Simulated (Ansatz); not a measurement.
# Bi (diamond type): the cost of one run

Method: DFT PBE, with the methods named in each step, in Ansatz 0.2.0.

### Step 1. The starting structure

The structure is cubic, space group Fd-3m (No. 227). Conventional cell: a = 6.840 Å, b = 6.840 Å, c = 6.840 Å, α = 90.00°, β = 90.00°, γ = 90.00°. Around Bi (site symmetry -43m) lie 4 Bi at 2.96 Å.

As a file:

```cif
data_structure
_symmetry_space_group_name_H-M 'P 1'
_symmetry_Int_Tables_number 1
_cell_length_a 4.8365
_cell_length_b 4.8365
_cell_length_c 4.8365
_cell_angle_alpha 60.000
_cell_angle_beta 60.000
_cell_angle_gamma 60.000
_cell_volume 80.00
loop_
_atom_site_label
_atom_site_type_symbol
_atom_site_fract_x
_atom_site_fract_y
_atom_site_fract_z
_atom_site_occupancy
Bi1 Bi 0.87500 0.87500 0.87500 1
Bi2 Bi 0.12500 0.12500 0.12500 1
```

Whether this phase is the stable one at these pressures isn't tested.

Atoms are numbered in the order of the input: Bi1, Bi2.

### Step 2. Cell relaxed at zero pressure, PAW

File input.yaml:

```yaml
crystal:
  lattice:
    - [0.0, 3.4199518934, 3.4199518934]
    - [3.4199518934, 0.0, 3.4199518934]
    - [3.4199518934, 3.4199518934, 0.0]
  atoms:
    - { symbol: Bi, position: [-0.125, -0.125, -0.125] }
    - { symbol: Bi, position: [0.125, 0.125, 0.125] }
kpoints:
  mp_grid: { grid: [11, 11, 11] }
scf:
  occupations: { method: fermi_dirac, width: 0.05 }
hamiltonian:
  xc: pbe
  pseudopotentials: { kind: paw }
output:
  forces: true
  stress: true
  write_density: true
  write_potential: true
  elf: true
  volumetric_format: npy
relax:
  f_tol: 0.005
  max_steps: 40
  cell: {}
```

The run is started by

```bash
$ ansatz run input.yaml --threads 1 --pin off --max-ram 2048MiB --backend cpu --events-out ev --progress --plain --runs-dir out
```

Q: Estimate wall time and peak memory on 1 thread of Arm Neoverse V1, shared host.

About 27 s, with a peak of 0.4 GiB.
